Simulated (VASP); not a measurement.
# Si: band structure with revTPSS

Crystal: Si.

```xyz
1
Lattice="2.6205 0.0000 0.0000 -1.3103 2.2695 0.0000 0.0000 0.0000 2.4664" Properties=species:S:1:pos:R:3 pbc="T T T"
Si    0.0000    0.0000    0.0000
```

This isn't the form of Si at room conditions, which is diamond.

| Property | Result |
| --- | --- |
| Program | VASP 6.6.1 |
| Task | band structure |
| Functional | revTPSS |
| Potentials or basis | VASP PAW PBE potentials, release 64 (Si) |
| Cutoff | 520 eV |
| k mesh | 12 × 12 × 11 |
| Occupations | fermi-dirac, width 0.05 eV |
| Spin | no spin polarisation |
| Further INCAR settings | ALGO = Normal; EDIFF = 1e-06 |

- Pressure: -1.3 GPa
- Band gap along the path: none (metal or under the smearing width)

Stress tensor (GPa, compression positive):
```
-2.67  0.00  0.00
 0.00 -2.67  0.00
 0.00  0.00  1.57
```

Levels at the corners of the path, in eV from the Fermi level:
```
point  band 1  band 2  band 3  band 4  band 5
    Γ  -14.20    7.41    8.16   10.59   10.59
    M   -7.65   -6.84    5.27    6.44   13.18
    M   -7.65   -6.84    5.27    6.44   13.18
    K   -5.69   -4.61   -4.61   14.24   15.47
    K   -5.69   -4.61   -4.61   14.24   15.47
    Γ  -14.20    7.41    8.16   10.59   10.59
    Γ  -14.20    7.41    8.16   10.59   10.59
    A   -9.24   -7.29   14.32   14.32   14.94
    A   -9.24   -7.29   14.32   14.32   14.94
    L   -2.90   -2.11   -1.82    1.31    9.02
    L   -2.90   -2.11   -1.82    1.31    9.02
    H   -0.99   -0.75   -0.75    1.21    3.66
    H   -0.99   -0.75   -0.75    1.21    3.66
    A   -9.24   -7.29   14.32   14.32   14.94
    L   -2.90   -2.11   -1.82    1.31    9.02
    M   -7.65   -6.84    5.27    6.44   13.18
    K   -5.69   -4.61   -4.61   14.24   15.47
    H   -0.99   -0.75   -0.75    1.21    3.66
```

Run time: 46 s on 1 thread of Intel(R) Xeon(R) Platinum 8259CL CPU @ 2.50GHz (Skylake/Cascade Lake), with other jobs on the host, peak memory 0.13 GiB.

Caveat: the PAW data sets were made with another functional, which shifts forces and pressure a little.
